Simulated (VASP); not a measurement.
# SnS2 in VASP: further runs, part 2 of 2

VASP 6.6.1. The steps go on from the part before.

**4. Relaxation of cell and atoms, PBE+D3(BJ)**

File INCAR:

```
  PREC = Accurate
  ENCUT = 600
  EDIFF = 1E-6
  ISMEAR = 0
  SIGMA = 0.03
  LREAL = False
  LASPH = True
  NELM = 80
  ALGO = Normal
  ISIF = 3
  LWAVE = False
  LCHARG = False
  GGA = PE
  IVDW = 12
  IBRION = 2
  NSW = 90
  EDIFFG = -0.01
  LATTICE_CONSTRAINTS = .TRUE. .TRUE. .FALSE.
  KPAR = 4
```

File KPOINTS:

```
regular mesh
0
Gamma
  12 12 1
```

File POSCAR:

```
SnS2
1.0
    3.6390000000      0.0000000000      0.0000000000
   -1.8195000000      3.1514664400      0.0000000000
    0.0000000000      0.0000000000     26.8020000000
S Sn
4 2
Direct
    0.6666666700      0.3333333300      0.3357958400
    0.3333333300      0.6666666700      0.4452652800
    0.6666666700      0.3333333300      0.5547347200
    0.3333333300      0.6666666700      0.6642041600
    0.0000000000      0.0000000000      0.3905305600
    0.0000000000      0.0000000000      0.6094694400
```

Started as:

```
$ cat potpaw_PBE.64/S/POTCAR potpaw_PBE.64/Sn_d/POTCAR > POTCAR
$ mpirun -np 4 vasp_std > vasp.out
```

Wall time 3.4 min (4 MPI ranks of AMD EPYC 9R14 (Zen 4), shared host); peak memory 0.6 GiB.

The run converged. Its results:

| Item | Value |
| --- | --- |
| Free energy | -28.0308 eV |
| Relaxed volume | 51.94 Å³/atom |
| Relaxed cell | a = 3.664 Å, b = 3.664 Å, c = 26.802 Å, α = 90.00°, β = 90.00°, γ = 120.00° |
| Space group after relaxing (to 0.05 Å) | P-3m1 (No. 164) |
| Energy gained by relaxing | 3.2 meV/atom |
| Ionic steps | 5 |
| Largest force after relaxing | 0.008 eV/Å |
| Band gap on the k mesh | 1.51 eV, indirect (least direct gap 1.74 eV) |
| Dispersion energy per atom | -0.277 eV |

Forces in eV/Å, atoms in the order of the input:
```
S    0.000  0.000  0.000
S    0.000  0.000  0.008
S    0.000  0.000 -0.008
S    0.000  0.000  0.000
Sn   0.000  0.000  0.006
Sn   0.000  0.000 -0.006
```

Step by step:
```
step  energy change (eV)  largest force (eV/Å)  pressure (GPa)  volume (Å³)
   1              0.0000                0.2768            0.81       307.37
   2             -0.0139                0.0624           -0.38       315.28
   3             -0.0181                0.0591           -0.01       312.65
   4             -0.0186                0.0382            0.00       312.24
   5             -0.0190                0.0077           -0.02       311.63
```

Final structure:
```yaml
crystal:
  lattice:
    - [3.66415, 0.00000, 0.00000]
    - [-1.83207, 3.17325, 0.00000]
    - [0.00000, 0.00000, 26.80200]
  atoms:
    - { symbol: S, position: [0.66667, 0.33333, 0.33525] }
    - { symbol: S, position: [0.33333, 0.66667, 0.44585] }
    - { symbol: S, position: [0.66667, 0.33333, 0.55415] }
    - { symbol: S, position: [0.33333, 0.66667, 0.66475] }
    - { symbol: Sn, position: [0.00000, 0.00000, 0.39059] }
    - { symbol: Sn, position: [0.00000, 0.00000, 0.60941] }
```

Levels at points of the mesh, in eV from the valence-band top:
| k point | band 24 | band 25 | band 26 | band 27 | band 28 | band 29 |
| --- | --- | --- | --- | --- | --- | --- |
| (0.00, 0.00, 0.00) | -0.18 | -0.11 | -0.11 | 2.22 | 2.85 | 3.81 |
| (0.50, 0.00, 0.00) | -0.52 | -0.41 | -0.22 | 1.51 | 1.66 | 4.67 |

Caveat: spin-orbit coupling is left out, which moves the levels of the heavy elements.

**5. Relaxation of cell and atoms, PBE+D3(BJ)**

This run uses another cell than the first one, of 51.94 Å³/atom, 1.014 times its volume.

INCAR: that of step 4 with these lines changed.

```diff
@@ -2,3 +2,3 @@
   ENCUT = 600
-  EDIFF = 1E-6
+  EDIFF = 1E-7
   ISMEAR = 0
@@ -16,3 +16,3 @@
   NSW = 90
-  EDIFFG = -0.01
+  EDIFFG = -0.005
   LATTICE_CONSTRAINTS = .TRUE. .TRUE. .FALSE.
```

KPOINTS is that of step 4.

File POSCAR:

```
SnS2                                    
1.0
    3.6641486778     -0.0000000000      0.0000000000
   -1.8320743389      3.1732458338      0.0000000000
    0.0000000000      0.0000000000     26.8020000000
  S               Sn            
     4     2
Direct
     0.6666666699999979    0.3333333300000021    0.3352543841363883
     0.3333333300000021    0.6666666699999979    0.4458498035893630
     0.6666666699999979    0.3333333300000021    0.5541501964106370
     0.3333333300000021    0.6666666699999979    0.6647456158636117
     0.0000000000000000    0.0000000000000000    0.3905890188200308
     0.0000000000000000    0.0000000000000000    0.6094109811799692
```

Potentials or basis: VASP PAW PBE potentials, release 64 (S, Sn_d).

Started as:

```
$ cat potpaw_PBE.64/S/POTCAR potpaw_PBE.64/Sn_d/POTCAR > POTCAR
$ mpirun -np 4 vasp_std > vasp.out
```

OUTCAR:

```text
PREC = Accurate
   ENCUT = 600
   EDIFF = 1E-7
   ISMEAR = 0
   LREAL = False
   LASPH = True
   NELM = 80
   ISIF = 3
   GGA = PE
   IVDW = 12
   IBRION = 2
   NSW = 90
   EDIFFG = -0.005
 IVDW          = 12

 ion  position               nearest neighbor table
   1  0.667  0.333  0.335-   5 2.58   5 2.58   5 2.58
   2  0.333  0.667  0.446-   5 2.58   5 2.58   5 2.58
   3  0.667  0.333  0.554-   6 2.58   6 2.58   6 2.58
   4  0.333  0.667  0.665-   6 2.58   6 2.58   6 2.58
   5  0.000  0.000  0.391-   2 2.58   2 2.58   2 2.58   1 2.58   1 2.58   1 2.58
   6  0.000  0.000  0.609-   3 2.58   3 2.58   3 2.58   4 2.58   4 2.58   4 2.58

  LATTYP: Found a hexagonal cell.
 ALAT       =     3.6641486778
 C/A-ratio  =     7.3146595176

  Lattice vectors:

 A1 = (   3.6641486778,   0.0000000000,   0.0000000000)
 A2 = (  -1.8320743389,   3.1732458338,   0.0000000000)
 A3 = (   0.0000000000,   0.0000000000,  26.8020000000)

Analysis of symmetry for initial positions (statically):
=====================================================================
 Subroutine PRICEL returns:
 Original cell was already a primitive cell.

 Routine SETGRP: Setting up the symmetry group for a
 hexagonal supercell.

 Subroutine GETGRP returns: Found 12 space group operations
 (whereof 12 operations were pure point group operations)
 out of a pool of 24 trial point group operations.

The static configuration has the point symmetry D_3d.

Analysis of symmetry for dynamics (positions and initial velocities):
=====================================================================
 Subroutine PRICEL returns:
 Original cell was already a primitive cell.

 Routine SETGRP: Setting up the symmetry group for a
 hexagonal supercell.

 Subroutine GETGRP returns: Found 12 space group operations
 (whereof 12 operations were pure point group operations)
 out of a pool of 24 trial point group operations.
[... 110 lines left out ...]
   ISYM   =      2    0-nonsym 1-usesym 2-fastsym
   POTIM  = 0.5000    time-step for ionic-motion
   TEBEG  =    0.0;   TEEND  =   0.0 temperature during run
   PSTRESS=    0.0 pullay stress
   NELECT =      52.0000    total number of electrons
   NUPDOWN=      -1.0000    fix difference up-down
   EMIN   =  10.00;   EMAX   =-10.00  energy-range for DOS
   EFERMI =   0.00;   METHOD = LEGACY
   ISMEAR =     0;   SIGMA  =   0.03  broadening in eV -4-tet -1-fermi 0-gaus
   EFERMI_NEDOS =   21; number of points for ismear=-14 and -15
   IALGO  =     38    algorithm
   IMIX   =      4    mixing-type and parameters
     AMIX     =   0.40;   BMIX     =  1.00
     AMIX_MAG =   1.60;   BMIX_MAG =  1.00
  volume/ion in A,a.u.               =      51.94       350.50
  Fermi-wavevector in a.u.,A,eV,Ry     =   0.901283  1.703178 11.052168  0.812311
  Thomas-Fermi vector in A             =   2.024345
   LORBIT       =      0    0 simple, 1 ext, 2 COOP (PROOUT), +10 PAW based schemes
   GGA     = PE    functional components
   LHFCALC =     F    Hartree Fock is set to
   AEXX    =    0.0000 exact exchange contribution
   IVDW    =    12    specifies the selected vdW correction
   LEPSILON=     F    determine dielectric tensor
   LRPA    =     F    only Hartree local field effects (RPA)
 conjugate gradient relaxation of ions
 non-spin polarized calculation
 Gauss-broadening in eV      SIGMA  =   0.03
  energy-cutoff  :      600.00
  volume of cell :      311.63
 maximum number of plane-waves:     10481
 NGX is ok and might be reduce to    30
   NGX = 15   NGY = 15   NGZ =107

--------------------------------------- Ionic step        1  -------------------------------------------

 number of electron      51.9999992 magnetization

 Free energy of the ion-electron system (eV)
  ---------------------------------------------------
  ext. energy  EPLUGINS =         0.00000000
  ---------------------------------------------------
  free energy    TOTEN  =       -26.36869796 eV

  energy without entropy =      -26.36869796  energy(sigma->0) =      -26.36869796

------------------------ aborting loop because EDIFF is reached ----------------------------------------

 Edisp (eV)   -1.66227

 E8    (eV) :    -0.7035
[... 117 lines left out ...]
  FREE ENERGIE OF THE ION-ELECTRON SYSTEM (eV)
  ---------------------------------------------------
  free  energy   TOTEN  =       -28.0309916671 eV

  energy  without entropy=      -28.0309916671  energy(sigma->0) =      -28.03099167

[... ionic steps 4 to 15 ...]

--------------------------------------- Ionic step       16  -------------------------------------------

 number of electron      51.9999991 magnetization

------------------------ aborting loop because EDIFF is reached ----------------------------------------
[... 83 lines left out ...]
--------------------------------------- Ionic step       18  -------------------------------------------

 number of electron      51.9999991 magnetization

 Free energy of the ion-electron system (eV)
  ---------------------------------------------------
  ext. energy  EPLUGINS =         0.00000000
  ---------------------------------------------------
  free energy    TOTEN  =       -26.36184340 eV

  energy without entropy =      -26.36184340  energy(sigma->0) =      -26.36184340

 E-fermi :  -1.6028     XC(G=0):  -4.5595

 val. band max:       -1.8019814429   @ k =   0.1667  -0.0000   0.0000
 cond. band min:      -0.2874992345   @ k =   0.5000  -0.0000   0.0000
 fundamental gap:      1.5144822084
 Fermi energy:        -1.6028218949

 k-point     1 :       0.0000    0.0000    0.0000
  band No.  band energies     occupation
      1     -22.6073      2.00000
      2     -22.6073      2.00000
      3     -22.6073      2.00000
      4     -22.6073      2.00000
      5     -22.5667      2.00000
      6     -22.5666      2.00000
[... 672 lines left out ...]
  FREE ENERGIE OF THE ION-ELECTRON SYSTEM (eV)
  ---------------------------------------------------
  free  energy   TOTEN  =       -28.0312573142 eV

  energy  without entropy=      -28.0312573142  energy(sigma->0) =      -28.03125731

 reached required accuracy - stopping structural energy minimisation
```

CONTCAR:

```text
SnS2
   1.00000000000000
     3.6651273576783439    0.0000000000000000    0.0000000000000000
    -1.8325636788391726    3.1740933954333048    0.0000000000000000
     0.0000000000000000    0.0000000000000000   26.8019999999999996
  S               Sn
     4     2
Direct
     0.6666666699999979    0.3333333300000021    0.3361177794361155
     0.3333333300000021    0.6666666699999979    0.4466886234784506
     0.6666666699999979    0.3333333300000021    0.5533113765215494
     0.3333333300000021    0.6666666699999979    0.6638822205638846
     1.0000000000000000    0.0000000000000000    0.3914407276082821
     1.0000000000000000    0.0000000000000000    0.6085592723917178

  0.00000000E+00  0.00000000E+00  0.00000000E+00
  0.00000000E+00  0.00000000E+00  0.00000000E+00
  0.00000000E+00  0.00000000E+00  0.00000000E+00
  0.00000000E+00  0.00000000E+00  0.00000000E+00
  0.00000000E+00  0.00000000E+00  0.00000000E+00
  0.00000000E+00  0.00000000E+00  0.00000000E+00
```

Wall time 8.4 min (4 MPI ranks of AMD EPYC 9R14 (Zen 4), shared host); peak memory 0.61 GiB.

Results:

- Free energy: -28.0313 eV
- Relaxed volume: 51.97 Å³/atom
- Relaxed cell: a = 3.665 Å, b = 3.665 Å, c = 26.802 Å, α = 90.00°, β = 90.00°, γ = 120.00°
- Space group after relaxing (to 0.05 Å): P-3m1 (No. 164)
- Energy gained by relaxing: 0.0 meV/atom
- Ionic steps: 18
- Largest force after relaxing: 0.005 eV/Å
- Band gap on the k mesh: 1.51 eV, indirect (least direct gap 1.73 eV)
- Dispersion energy per atom: -0.278 eV

Forces in eV/Å, atoms in the order of the input:
```
S    0.000  0.000  0.000
S    0.000  0.000 -0.005
S    0.000  0.000  0.005
S    0.000  0.000  0.000
Sn   0.000  0.000  0.003
Sn   0.000  0.000 -0.003
```

Step by step:
```tsv
step	energy change (eV)	largest force (eV/Å)	pressure (GPa)	volume (Å³)
1	0.0000	0.0077	-0.01	311.63
2	0.0000	0.0064	-0.02	311.64
3	0.0000	0.0117	-0.03	311.65
4	0.0000	0.0116	-0.03	311.63
5	0.0000	0.0105	-0.02	311.57
6	0.0000	0.0085	-0.01	311.45
7	0.0000	0.0077	-0.01	311.41
8	-0.0001	0.0076	-0.01	311.41
9	-0.0001	0.0079	-0.01	311.42
10	-0.0001	0.0083	-0.01	311.43
11	-0.0002	0.0143	-0.01	311.45
12	-0.0002	0.0263	-0.02	311.49
13	-0.0002	0.0219	-0.02	311.52
14	-0.0002	0.0129	-0.01	311.57
15	-0.0003	0.0144	-0.01	311.59
16	-0.0003	0.0105	-0.01	311.65
17	-0.0003	0.0051	-0.01	311.77
18	-0.0003	0.0047	-0.01	311.80
```

Final structure:
```cif
data_structure
_symmetry_space_group_name_H-M 'P 1'
_symmetry_Int_Tables_number 1
_cell_length_a 3.6651
_cell_length_b 3.6651
_cell_length_c 26.8020
_cell_angle_alpha 90.000
_cell_angle_beta 90.000
_cell_angle_gamma 120.000
_cell_volume 311.80
loop_
_atom_site_label
_atom_site_type_symbol
_atom_site_fract_x
_atom_site_fract_y
_atom_site_fract_z
_atom_site_occupancy
S1 S 0.66667 0.33333 0.33612 1
S2 S 0.33333 0.66667 0.44669 1
S3 S 0.66667 0.33333 0.55331 1
S4 S 0.33333 0.66667 0.66388 1
Sn1 Sn 0.00000 0.00000 0.39144 1
Sn2 Sn 0.00000 0.00000 0.60856 1
```

Caveat: spin-orbit coupling is left out, which moves the levels of the heavy elements.
